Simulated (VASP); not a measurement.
# SnSe2 (P-3m1) in VASP: further runs

One crystal, SnSe2, is run at these levels: PBE+D3(BJ); tasks: relaxation of cell and atoms.

Program: VASP 6.6.1. These are calculated values, not measurements. Logs are shortened: lines on timing, memory, paths and dates and some standing lists are left out, and cuts for length are marked.

### Step 1. The structure

Symmetry: P-3m1, No. 164, trigonal system. Conventional cell: a = 3.811 Å, b = 3.811 Å, c = 6.136 Å, α = 90.00°, β = 90.00°, γ = 120.00°. Sn (site symmetry -3m) is surrounded by 6 Se at 2.68 Å. Around Se (site symmetry 3m) lie 3 Sn at 2.68 Å.

### Step 2. Relaxation of cell and atoms, PBE+D3(BJ)

INCAR reads:

```
SYSTEM = SnSe2
PREC = Accurate ; ENCUT = 600
EDIFF = 1E-6 ; ISMEAR = 0
SIGMA = 0.03 ; LREAL = .False.
LASPH = .True. ; NELM = 80
ALGO = Normal ; ISIF = 3
LWAVE = .False. ; LCHARG = .False.
GGA = PE ; IVDW = 12
IBRION = 2 ; NSW = 90
EDIFFG = -0.01
```

KPOINTS reads:

```
regular mesh
0
Gamma
  9 9 5
  0 0 0
```

POSCAR reads:

```
SnSe2
1.0
    3.8110000000      0.0000000000      0.0000000000
   -1.9055000000      3.3004228100      0.0000000000
    0.0000000000      0.0000000000      6.1360000000
Sn Se
1 2
Direct
    0.0000000000      0.0000000000      0.0000000000
    0.3333333300      0.6666666700      0.2490000000
    0.6666666700      0.3333333300      0.7510000000
```

Potentials or basis: VASP PAW PBE potentials, release 64 (Sn_d, Se).

The run is started by

```bash
$ cat potpaw_PBE.64/Sn_d/POTCAR potpaw_PBE.64/Se/POTCAR > POTCAR
$ mpirun -np 1 vasp_std > vasp.out
```

OUTCAR:

```text
SYSTEM = SnSe2
   PREC = Accurate
   ENCUT = 600
   EDIFF = 1E-6
   ISMEAR = 0
   LREAL = .False.
   LASPH = .True.
   NELM = 80
   ISIF = 3
   GGA = PE
   IVDW = 12
   IBRION = 2
   NSW = 90
   EDIFFG = -0.01
 IVDW          = 12

 ion  position               nearest neighbor table
   1  0.000  0.000  0.000-   2 2.68   3 2.68   2 2.68   3 2.68   3 2.68   2 2.68
   2  0.333  0.667  0.249-   1 2.68   1 2.68   1 2.68
   3  0.667  0.333  0.751-   1 2.68   1 2.68   1 2.68

  LATTYP: Found a hexagonal cell.
 ALAT       =     3.8110000000
 C/A-ratio  =     1.6100760955

  Lattice vectors:

 A1 = (   3.8110000000,   0.0000000000,   0.0000000000)
 A2 = (  -1.9055000000,   3.3004228100,   0.0000000000)
 A3 = (   0.0000000000,   0.0000000000,   6.1360000000)

Analysis of symmetry for initial positions (statically):
=====================================================================
 Subroutine PRICEL returns:
 Original cell was already a primitive cell.

 Routine SETGRP: Setting up the symmetry group for a
 hexagonal supercell.

 Subroutine GETGRP returns: Found 12 space group operations
 (whereof 12 operations were pure point group operations)
 out of a pool of 24 trial point group operations.

The static configuration has the point symmetry D_3d.

Analysis of symmetry for dynamics (positions and initial velocities):
=====================================================================
 Subroutine PRICEL returns:
 Original cell was already a primitive cell.

 Routine SETGRP: Setting up the symmetry group for a
 hexagonal supercell.

 Subroutine GETGRP returns: Found 12 space group operations
 (whereof 12 operations were pure point group operations)
 out of a pool of 24 trial point group operations.

The dynamic configuration has the point symmetry D_3d.

 Subroutine INISYM returns: Found 12 space group operations
 (whereof 12 operations are pure point group operations),
 and found     1 'primitive' translations

----------------------------------------------------------------------------------------

                                     Primitive cell

  volume of cell :      77.1781

  direct lattice vectors                    reciprocal lattice vectors
     3.811000000  0.000000000  0.000000000     0.262398321  0.151495741  0.000000000
    -1.905500000  3.300422810  0.000000000     0.000000000  0.302991482  0.000000000
     0.000000000  0.000000000  6.136000000     0.000000000  0.000000000  0.162972621

  length of vectors
     3.811000000  3.810999997  6.136000000     0.302991482  0.302991482  0.162972621

  position of ions in fractional coordinates (direct lattice)
     0.000000000  0.000000000  0.000000000
     0.333333330  0.666666670  0.249000000
     0.666666670  0.333333330  0.751000000

  ion indices of the primitive-cell ions
   primitive index   ion index
                 1           1
                 2           2
                 3           3

----------------------------------------------------------------------------------------

 KPOINTS: regular mesh

Automatic generation of k-mesh.
 Grid dimensions read from file:
 generate k-points for:    9    9    5

 Generating k-lattice:

  Cartesian coordinates                     Fractional coordinates (reciprocal lattice)
     0.029155369  0.016832860  0.000000000     0.111111111 -0.000000000  0.000000000
     0.000000000  0.033665720  0.000000000     0.000000000  0.111111111  0.000000000
     0.000000000  0.000000000  0.032594524     0.000000000  0.000000000  0.200000000

  Length of vectors
     0.033665720  0.033665720  0.032594524

  Shift w.r.t. Gamma in fractional coordinates (k-lattice)
     0.000000000  0.000000000  0.000000000

 Subroutine IBZKPT returns following result:
 ===========================================

 Found     50 irreducible k-points:

 Following reciprocal coordinates:
            Coordinates               Weight
  0.000000  0.000000  0.000000      1.000000
  0.111111 -0.000000  0.000000      6.000000
  0.222222 -0.000000  0.000000      6.000000
  0.333333 -0.000000  0.000000      6.000000
  0.444444 -0.000000  0.000000      6.000000
  0.111111  0.111111  0.000000      6.000000
[... 16 lines left out ...]
  0.222222  0.111111  0.200000     12.000000
 -0.111111  0.333333  0.200000     12.000000
 [... further k-points ...]
   k-points           NKPTS =     50   k-points in BZ     NKDIM =     50   number of bands    NBANDS=     17
   number of dos      NEDOS =    301   number of ions     NIONS =      3
   total plane-waves  NPLWV =  45000
   dimension x,y,z NGX =    30 NGY =   30 NGZ =   50
   dimension x,y,z NGXF=    60 NGYF=   60 NGZF=  100
   ions per type =               1   2
   NGX,Y,Z   is equivalent  to a cutoff of  13.09, 13.09, 13.55 a.u.
   NGXF,Y,Z  is equivalent  to a cutoff of  26.17, 26.17, 27.09 a.u.
 SYSTEM =  SnSe2
   PREC   = accura    normal or accurate (medium, high low for compatibility)
   ISTART =      0    job   : 0-new  1-cont  2-samecut
   ICHARG =      2    charge: 1-file 2-atom 10-const
   ISPIN  =      1    spin polarized calculation?
   LNONCOLLINEAR =      F non collinear calculations
   LSORBIT =      F    spin-orbit coupling
   LASPH  =      T    aspherical Exc in radial PAW
   ENCUT  =  600.0 eV  44.10 Ry    6.64 a.u.   7.61  7.61 12.26*2*pi/ulx,y,z
   NELM   =     80;   NELMIN=  2; NELMDL= -5     # of ELM steps
   EDIFF  = 0.1E-05   stopping-criterion for ELM
   LREAL  =      F    real-space projection
   EDIFFG = -.1E-01   stopping-criterion for IOM
   NSW    =     90    number of steps for IOM
   IBRION =      2    ionic relax: 0-MD 1-quasi-New 2-CG
   NFREE  =      1    steps in history (QN), initial steepest desc. (CG)
   ISIF   =      3    stress and relaxation
   ISYM   =      2    0-nonsym 1-usesym 2-fastsym
   POTIM  = 0.5000    time-step for ionic-motion
   TEBEG  =    0.0;   TEEND  =   0.0 temperature during run
   PSTRESS=    0.0 pullay stress
   NELECT =      26.0000    total number of electrons
   NUPDOWN=      -1.0000    fix difference up-down
   EMIN   =  10.00;   EMAX   =-10.00  energy-range for DOS
   EFERMI =   0.00;   METHOD = LEGACY
   ISMEAR =     0;   SIGMA  =   0.03  broadening in eV -4-tet -1-fermi 0-gaus
   EFERMI_NEDOS =   21; number of points for ismear=-14 and -15
   IALGO  =     38    algorithm
   IMIX   =      4    mixing-type and parameters
     AMIX     =   0.40;   BMIX     =  1.00
     AMIX_MAG =   1.60;   BMIX_MAG =  1.00
  volume/ion in A,a.u.               =      25.73       173.61
  Fermi-wavevector in a.u.,A,eV,Ry     =   1.139116  2.152617 17.654722  1.297585
  Thomas-Fermi vector in A             =   2.275820
   LORBIT       =      0    0 simple, 1 ext, 2 COOP (PROOUT), +10 PAW based schemes
   GGA     = PE    functional components
   LHFCALC =     F    Hartree Fock is set to
   AEXX    =    0.0000 exact exchange contribution
   IVDW    =    12    specifies the selected vdW correction
   LEPSILON=     F    determine dielectric tensor
   LRPA    =     F    only Hartree local field effects (RPA)
 conjugate gradient relaxation of ions
 non-spin polarized calculation
 Gauss-broadening in eV      SIGMA  =   0.03
  energy-cutoff  :      600.00
  volume of cell :       77.18
 maximum number of plane-waves:      2605
   NGX = 15   NGY = 15   NGZ = 25

--------------------------------------- Ionic step        1  -------------------------------------------

 number of electron      25.9999991 magnetization

 Free energy of the ion-electron system (eV)
  ---------------------------------------------------
  ext. energy  EPLUGINS =         0.00000000
  ---------------------------------------------------
  free energy    TOTEN  =       -11.74732506 eV

  energy without entropy =      -11.74732506  energy(sigma->0) =      -11.74732506

------------------------ aborting loop because EDIFF is reached ----------------------------------------

 Edisp (eV)   -1.08284

 E8    (eV) :    -0.4736
[... 108 lines left out ...]
  FREE ENERGIE OF THE ION-ELECTRON SYSTEM (eV)
  ---------------------------------------------------
  free  energy   TOTEN  =       -12.8818463465 eV

  energy  without entropy=      -12.8818463465  energy(sigma->0) =      -12.88184635

 E-fermi :   4.0513     XC(G=0):  -9.3733

 val. band max:        3.9204490134   @ k =   0.1111  -0.0000   0.2000
 cond. band min:       4.5142103243   @ k =   0.0000   0.4444   0.4000
 fundamental gap:      0.5937613109
 Fermi energy:         4.0512599270

 k-point     1 :       0.0000    0.0000    0.0000
  band No.  band energies     occupation
      1     -17.3064      2.00000
      2     -17.3064      2.00000
      3     -17.2685      2.00000
      4     -17.2580      2.00000
      5     -17.2580      2.00000
      6      -9.7989      2.00000
[... 457 lines left out ...]
      4     -17.2568      2.00000
      5     -17.2449      2.00000
      6      -8.9763      2.00000
[... 9 lines left out ...]
     16       8.9998      0.00000
     17      10.2045      0.00000

 [... further k-points ...]

[... ionic steps 4 to 12 ...]

--------------------------------------- Ionic step       13  -------------------------------------------

 number of electron      25.9999996 magnetization

------------------------ aborting loop because EDIFF is reached ----------------------------------------
[... 77 lines left out ...]
--------------------------------------- Ionic step       15  -------------------------------------------

 number of electron      25.9999996 magnetization

 Free energy of the ion-electron system (eV)
  ---------------------------------------------------
  ext. energy  EPLUGINS =         0.00000000
  ---------------------------------------------------
  free energy    TOTEN  =       -11.80561753 eV

  energy without entropy =      -11.80561753  energy(sigma->0) =      -11.80561753

 E-fermi :   4.6102     XC(G=0):  -9.5656

 val. band max:        4.4103590438   @ k =   0.1111  -0.0000   0.0000
 cond. band min:       4.8453846245   @ k =   0.0000   0.4444   0.4000
 fundamental gap:      0.4350255807
 Fermi energy:         4.6102448270

 k-point     1 :       0.0000    0.0000    0.0000
  band No.  band energies     occupation
      1     -16.9711      2.00000
      2     -16.9711      2.00000
      3     -16.9371      2.00000
      4     -16.9259      2.00000
      5     -16.9259      2.00000
      6      -9.5068      2.00000
[... 457 lines left out ...]
      4     -16.9246      2.00000
      5     -16.9134      2.00000
      6      -8.6705      2.00000
[... 9 lines left out ...]
     16       9.3475      0.00000
     17      10.6344      0.00000

 [... further k-points ...]

------------------------ aborting loop because EDIFF is reached ----------------------------------------

 Edisp (eV)   -1.09206

 E8    (eV) :    -0.4780
[... 26 lines left out ...]
  FREE ENERGIE OF THE ION-ELECTRON SYSTEM (eV)
  ---------------------------------------------------
  free  energy   TOTEN  =       -12.8976796213 eV

  energy  without entropy=      -12.8976796213  energy(sigma->0) =      -12.89767962

 reached required accuracy - stopping structural energy minimisation
```

It took 5.8 min on 1 thread of Intel Xeon Platinum 8488C (Sapphire Rapids), shared host; peak memory 0.27 GiB.

What came out:

* Free energy: -12.8977 eV
* Relaxed volume: 25.57 Å³/atom
* Relaxed cell: a = 3.839 Å, b = 3.839 Å, c = 6.009 Å, α = 90.00°, β = 90.00°, γ = 120.00°
* Space group after relaxing (to 0.05 Å): P-3m1 (No. 164)
* Energy gained by relaxing: 22.5 meV/atom
* Ionic steps: 15
* Pressure after relaxing: 0.0 GPa
* Largest force after relaxing: 0.009 eV/Å
* Band gap on the k mesh: 0.43 eV, indirect (least direct gap 0.82 eV)
* Dispersion energy per atom: -0.364 eV

Forces on the atoms (eV/Å):
```
Sn   0.000  0.000  0.000
Se   0.000  0.000 -0.009
Se   0.000  0.000  0.009
```

Step by step:
```tsv
step	energy change (eV)	largest force (eV/Å)	pressure (GPa)	volume (Å³)
1	0.0000	0.8170	3.32	77.18
2	-0.0197	0.2899	-2.87	83.28
3	-0.0517	0.1634	-0.43	80.49
4	-0.0517	0.1750	-0.35	80.42
5	-0.0556	0.1286	-0.22	79.88
6	-0.0575	0.0774	-0.05	79.31
7	-0.0576	0.0634	0.00	79.15
8	-0.0596	0.0466	-0.06	78.93
9	-0.0641	0.0018	-0.24	78.26
10	-0.0665	0.0943	-0.45	76.89
11	-0.0668	0.0664	-0.38	77.28
12	-0.0669	0.0461	0.41	76.18
13	-0.0675	0.0072	0.05	76.70
14	-0.0675	0.0101	0.00	76.73
15	-0.0675	0.0087	0.02	76.71
```

Final structure:
```
Sn Se
1.0
     3.83942    0.00000    0.00000
    -1.91971    3.32504    0.00000
     0.00000    0.00000    6.00918
Sn Se
1 2
Direct
  0.00000 0.00000 0.00000
  0.33333 0.66667 0.26558
  0.66667 0.33333 0.73442
```

Caveat: spin-orbit coupling is left out, which moves the levels of the heavy elements; an odd mesh through Γ misses points on the zone boundary, where band edges often lie.

### Step 3. Relaxation of cell and atoms, PBE+D3(BJ)

This run uses another cell than the first one, of 25.57 Å³/atom, 0.994 times its volume.

INCAR reads:

```
SYSTEM = SnSe2
PREC = Accurate ; ENCUT = 600
EDIFF = 1E-7 ; ISMEAR = 0
SIGMA = 0.03 ; LREAL = .False.
LASPH = .True. ; NELM = 80
ALGO = Normal ; ISIF = 3
LWAVE = .False. ; LCHARG = .False.
GGA = PE ; IVDW = 12
IBRION = 2 ; NSW = 90
EDIFFG = -0.005
```

KPOINTS is that of step 2.

POSCAR reads:

```
SnSe2                                   
1.0
    3.8394218852     -0.0000000000     -0.0000000000
   -1.9197109426      3.3250368845     -0.0000000000
    0.0000000000      0.0000000000      6.0091826764
  Sn              Se            
     1     2
Direct
     0.0000000000000000    0.0000000000000000    0.0000000000000000
     0.3333333300000021    0.6666666699999979    0.2655766276611470
     0.6666666699999979    0.3333333300000021    0.7344233723388529
```

Potentials or basis: VASP PAW PBE potentials, release 64 (Sn_d, Se).

The run is started by

```bash
$ cat potpaw_PBE.64/Sn_d/POTCAR potpaw_PBE.64/Se/POTCAR > POTCAR
$ mpirun -np 1 vasp_std > vasp.out
```

Wall time 58 s (1 thread of Intel Xeon Platinum 8488C (Sapphire Rapids), shared host); peak memory 0.28 GiB.

Results (log left out):

```
Free energy                            : -12.8977 eV
Relaxed volume                         : 25.58 Å³/atom
Relaxed cell                           : a = 3.841 Å, b = 3.841 Å, c = 6.007 Å, α = 90.00°, β = 90.00°, γ = 120.00°
Space group after relaxing (to 0.05 Å) : P-3m1 (No. 164)
Energy gained by relaxing              : 0.0 meV/atom
Ionic steps                            : 2
Pressure after relaxing                : 0.0 GPa
Largest force after relaxing           : 0.004 eV/Å
Band gap on the k mesh                 : 0.43 eV, indirect (least direct gap 0.81 eV)
Dispersion energy per atom             : -0.364 eV
```

Forces on the atoms (eV/Å):
```
Sn   0.000  0.000  0.000
Se   0.000  0.000 -0.004
Se   0.000  0.000  0.004
```

Final structure:
```xyz
3
Lattice="3.8408 0.0000 0.0000 -1.9204 3.3263 0.0000 0.0000 0.0000 6.0073" Properties=species:S:1:pos:R:3 pbc="T T T"
Sn    3.8408    0.0000    0.0000
Se    0.0000    2.2175    1.5950
Se    1.9204    1.1088    4.4123
```

Levels at points of the mesh, in eV from the valence-band top:
| k point | band 9 | band 10 | band 11 | band 12 | band 13 | band 14 | band 15 | band 16 | band 17 |
| --- | --- | --- | --- | --- | --- | --- | --- | --- | --- |
| (0.00, 0.00, 0.00) | -0.70 | -0.70 | -0.54 | -0.54 | -0.10 | 0.71 | 2.93 | 4.49 | 4.49 |

Caveat: spin-orbit coupling is left out, which moves the levels of the heavy elements; an odd mesh through Γ misses points on the zone boundary, where band edges often lie.

### Step 4. Relaxation of cell and atoms, PBE+D3(BJ)

INCAR reads:

```
ALGO = Normal ; EDIFF = 1E-6
EDIFFG = -0.01 ; ENCUT = 600
GGA = PE ; IBRION = 2
ISIF = 3 ; ISMEAR = 0
IVDW = 12 ; KPAR = 4
LASPH = T ; LCHARG = F
LREAL = F ; LWAVE = F
NELM = 80 ; NSW = 90
PREC = Accurate ; SIGMA = 0.03
```

KPOINTS reads:

```
k-points
0
Gamma
  9 9 5
```

POSCAR reads:

```
SnSe2
1.0
    3.8110000000      0.0000000000      0.0000000000
   -1.9055000000      3.3004228100      0.0000000000
    0.0000000000      0.0000000000      6.1360000000
Sn Se
1 2
Direct
    0.0000000000      0.0000000000      0.0000000000
    0.3333333300      0.6666666700      0.2490000000
    0.6666666700      0.3333333300      0.7510000000
```

The run is started by

```bash
$ cat potpaw_PBE.64/Sn_d/POTCAR potpaw_PBE.64/Se/POTCAR > POTCAR
$ mpirun -np 4 vasp_std > vasp.out
```

It took 85 s on 4 MPI ranks of Intel Xeon 6975P-C (Granite Rapids), shared host; peak memory 0.29 GiB.

Results (log left out):

```yaml
Free_energy: -12.8977 eV
Relaxed_volume: 25.57 Å³/atom
Relaxed_cell: a = 3.839 Å, b = 3.839 Å, c = 6.009 Å, α = 90.00°, β = 90.00°, γ = 120.00°
Space_group_after_relaxing_to_0.05_Å: P-3m1 (No. 164)
Energy_gained_by_relaxing: 22.5 meV/atom
Ionic_steps: 15
Pressure_after_relaxing: 0.0 GPa
Largest_force_after_relaxing: 0.009 eV/Å
Band_gap_on_the_k_mesh: 0.43 eV, indirect (least direct gap 0.82 eV)
Dispersion_energy_per_atom: -0.364 eV
```

Forces on the atoms (eV/Å):
```
Sn   0.000  0.000  0.000
Se   0.000  0.000 -0.009
Se   0.000  0.000  0.009
```

Stress tensor (GPa, compression positive):
```
 0.05  0.00  0.00
 0.00  0.05  0.00
 0.00  0.00 -0.04
```

The path:
| step | energy change (eV) | largest force (eV/Å) | pressure (GPa) | volume (Å³) |
| --- | --- | --- | --- | --- |
| 1 | 0.0000 | 0.8170 | 3.32 | 77.18 |
| 2 | -0.0197 | 0.2899 | -2.87 | 83.28 |
| 3 | -0.0517 | 0.1634 | -0.43 | 80.49 |
| 4 | -0.0517 | 0.1750 | -0.35 | 80.42 |
| 5 | -0.0556 | 0.1286 | -0.22 | 79.88 |
| 6 | -0.0575 | 0.0774 | -0.05 | 79.31 |
| 7 | -0.0576 | 0.0634 | 0.00 | 79.15 |
| 8 | -0.0596 | 0.0466 | -0.06 | 78.93 |
| 9 | -0.0641 | 0.0018 | -0.24 | 78.26 |
| 10 | -0.0665 | 0.0943 | -0.45 | 76.89 |
| 11 | -0.0668 | 0.0664 | -0.38 | 77.28 |
| 12 | -0.0669 | 0.0461 | 0.41 | 76.18 |
| 13 | -0.0675 | 0.0072 | 0.05 | 76.70 |
| 14 | -0.0675 | 0.0101 | 0.00 | 76.73 |
| 15 | -0.0675 | 0.0087 | 0.02 | 76.71 |

Final structure:
```xyz
3
Lattice="3.8394 0.0000 0.0000 -1.9197 3.3250 0.0000 0.0000 0.0000 6.0092" Properties=species:S:1:pos:R:3 pbc="T T T"
Sn    0.0000    0.0000    0.0000
Se    0.0000    2.2167    1.5959
Se    1.9197    1.1083    4.4133
```

Levels at points of the mesh, in eV from the valence-band top:
| k point | band 10 | band 11 | band 12 | band 13 | band 14 | band 15 | band 16 | band 17 |
| --- | --- | --- | --- | --- | --- | --- | --- | --- |
| (0.00, 0.00, 0.00) | -0.70 | -0.54 | -0.54 | -0.10 | 0.71 | 2.94 | 4.50 | 4.50 |

Caveat: spin-orbit coupling is left out, which moves the levels of the heavy elements; an odd mesh through Γ misses points on the zone boundary, where band edges often lie.
